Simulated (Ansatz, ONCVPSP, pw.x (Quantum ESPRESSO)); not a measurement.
**manganese (Mn): does the ONCV potential hold in the solid?**

Mn, optimised norm-conserving Vanderbilt (ONCV), made with ONCVPSP 4.0.1.1 (patched build) (PBE, scalar-relativistic). Core [Ne], reference 3s2 3p6 3d4 (charge +3). Waves: 3s: rc 1.15 bohr, ncon 4, nbas 8, qcut 11.4 1/bohr, 2 projectors, debl 3.6 Ha; 3p: rc 1.25 bohr, ncon 4, nbas 8, qcut 8.5 1/bohr, 1 projector; 3d: rc 1.35 bohr, ncon 5, nbas 10, qcut 13.3 1/bohr, 2 projectors, debl 0.8 Ha. Local part: polynomial inside 0.85 bohr (lpopt 5, dvloc0 6 Ha). Core correction: Teter function, fcfact 2.25, rcfact 1.15.

In the s channel the program set the typed energies aside and used -4.477, 0.250 Ha. In the d channel the program set the typed energies aside and used -1.514, 0.250 Ha.

Crystal test: diamond Mn in pw.x 7.5, no spin, 9³ k-points, Fermi–Dirac smearing 0.01 Ry, cutoffs 170/680 Ry. The reference is all-electron LAPW (Ansatz 0.2.0) with the same functional, mesh and smearing; V0 and B0 come from Birch–Murnaghan fits to the pressures at five volumes. Errors are pseudo minus all-electron; Δ is the rms difference of the E(V) curves that follow from these fits, minima aligned, over ±6 % about the mean V0. Mesh and smearing are coarse, so the numbers serve the comparison and aren't converged zero-temperature values; the lattice is a test structure that the element need not adopt. Spin polarisation and strong correlation are left out, which matters for this element.

```
V (Å³/atom)  P all-electron (GPa)  P pseudo (GPa)
     14.429                  8.26            7.98
     14.808                  3.88            3.63
     15.188                  0.04           -0.20
     15.568                 -3.33           -3.57
     15.947                 -6.29           -6.50
```

All-electron: a0 = 4.953 Å (V0 = 15.19 Å³/atom), B0 = 143.7 GPa.

Pseudopotential: mean pressure error (GPa): -0.25; a0 (Å): 4.951; a0 error (%): -0.06; B0 error (%): +0.3; Δ (meV/atom): 0.8. Atomic configuration tests: 1 of 4 tests not solved or not reliable.

Q: At the middle volume, how do free energy and pressure move when the wave cutoff is lowered (ecutrho kept at four times it)?

A:

| cutoff (Ry) | shift of F (meV/atom) | shift of P (GPa) |
| --- | --- | --- |
| 76 | +7614.1 | -265.29 |
| 102 | +1067.2 | -67.54 |

The run at the middle volume (35 k-points, 15 iterations) took about 5.3 min on one core of a shared host (Neoverse-N1, 64 threads, 124 GiB, load 48).
